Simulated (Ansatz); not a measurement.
**CdS: a tetragonal deformation path**

The task here is to estimate one member of a computed series from the others.

The COD entry's cell or inner coordinates are ideal or old and differ from later refinements, so a difference from it is no clean test against experiment.

Computed with Ansatz 0.2.0 (DFT PBE, scalar-relativistic, plane waves, PAW, unless a step's input says otherwise).

## The structure to begin with

The structure is cubic, space group F-43m (No. 216). Conventional cell: a = 5.820 Å, b = 5.820 Å, c = 5.820 Å, α = 90.00°, β = 90.00°, γ = 90.00°. Cd (site symmetry -43m) has 4 S at 2.52 Å in its first shell of neighbours. S (site symmetry -43m) is surrounded by 4 Cd at 2.52 Å.

Coordinates:

```cif
data_structure
_symmetry_space_group_name_H-M 'P 1'
_symmetry_Int_Tables_number 1
_cell_length_a 4.1154
_cell_length_b 4.1154
_cell_length_c 4.1154
_cell_angle_alpha 60.000
_cell_angle_beta 60.000
_cell_angle_gamma 60.000
_cell_volume 49.28
loop_
_atom_site_label
_atom_site_type_symbol
_atom_site_fract_x
_atom_site_fract_y
_atom_site_fract_z
_atom_site_occupancy
Cd1 Cd 0.00000 0.00000 0.00000 1
S1 S 0.75000 0.75000 0.75000 1
```

No relaxation comes first: the listed cell is the starting point.

Set-up of the first run:

Input file input.yaml:

```yaml
crystal:
  lattice:
    - [0.0, 2.91, 2.91]
    - [2.91, 0.0, 2.91]
    - [2.91, 2.91, 0.0]
  atoms:
    - { symbol: Cd, position: [0.0, 0.0, 0.0] }
    - { symbol: S, position: [0.75, 0.75, 0.75] }
basis:
  ecutwfc: 420
kpoints:
  mp_grid: { grid: [10, 10, 10] }
hamiltonian:
  xc: pbe
scf:
  occupations: { method: gaussian, width: 0.05 }
output:
  forces: true
  stress: true
  eigenvalues: true
  write_density: true
  write_potential: true
  elf: true
  volumetric_format: npy
```

The run is started by

```sh
$ ansatz run input.yaml --threads 1 --pin off --max-ram 2560MiB --backend cpu --events-out ev --progress --plain --runs-dir out
```

Steps of the session up to this table: The undisturbed cell; Point ρ = 0.707; Point ρ = 1.414; Point ρ = 0.850; ρ = 1.200; At ρ = 0.780; ρ = 1.300; Point ρ = 0.920; ρ = 1.100; ρ = 0.650; At ρ = 1.500; Point ρ = 0.960; At ρ = 1.050.

One table of the session follows, with a row left open; its other results are not shown here.

Collected from the runs (energy zero: the undisturbed cell):

| ρ | ΔE (meV/atom) | pressure (GPa) | gap on the mesh (eV) |
| --- | --- | --- | --- |
| 0.650 | 103.5 | -1.5 | 0.40 |
| 0.707 | 66.1 | 0.0 | 0.62 |
| 0.780 | 35.7 | 1.5 | 0.78 |
| 0.850 | 16.8 | 2.5 | 0.90 |
| 0.920 | 5.0 | 3.1 | 1.01 |
| 0.960 | 1.3 | 3.2 | 1.08 |
| 1.000 | 0.0 | 3.3 | 1.16 |
| 1.050 | 2.1 | 3.2 | 1.10 |
| 1.100 | 9.0 | 3.0 | 1.03 |
| 1.200 | ? | ? | ? |
| 1.300 | 92.7 | 1.4 | 0.51 |
| 1.414 | 186.1 | 0.3 | 0.00 |
| 1.500 | 278.3 | -0.5 | 0.00 |

Q: Estimate the row for ρ = 1.200 from the others.

Worked estimate for «ΔE (meV/atom)». A straight line through the neighbours (1.100, 9.0) and (1.300, 92.7) gives 9.0 + (92.7 − 9.0) × (1.200 − 1.100) / (1.300 − 1.100) = 50.8; a parabola fitted to 4 rows on both sides gives 38.3.

**Answer.** ΔE (meV/atom): 38.7; pressure (GPa): 2.3; gap on the mesh (eV): 0.82. In «ΔE (meV/atom)» the line misses by +12.1 and the parabola by -0.4.

Where the gap reads zero, the mesh chosen for the insulator is on the coarse side.

Caveats from the session: The final runs have no spin polarisation, so a magnetic state may lie lower.
